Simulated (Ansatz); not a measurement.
The system is Ga.

```xyz
1
Lattice="2.7165 0.0000 0.0000 0.0000 2.7165 0.0000 0.0000 0.0000 2.7165" Properties=species:S:1:pos:R:3 pbc="T T T"
Ga    0.0000    0.0000    0.0000
```

The cell was built by a generator and needn't be a form met in nature.

Base run:

| Item | Value |
| --- | --- |
| Program | Ansatz 0.2.0 |
| Functional | PBE |
| Potentials or basis | Ansatz PAW |
| Cutoff | 420 eV (not typed: the program's choice for these potentials) |
| k mesh | 10 × 10 × 10 |
| Occupations | gaussian, width 0.011 eV |
| Spin | no spin polarisation |

Its results: pressure 0.6 GPa.

Problem. The run is repeated on the same cell with these changes: occupations from gaussian, width 0.011 eV to fermi-dirac, width 0.05 eV. What comes out?

Solution. Pressure 0.2 GPa.
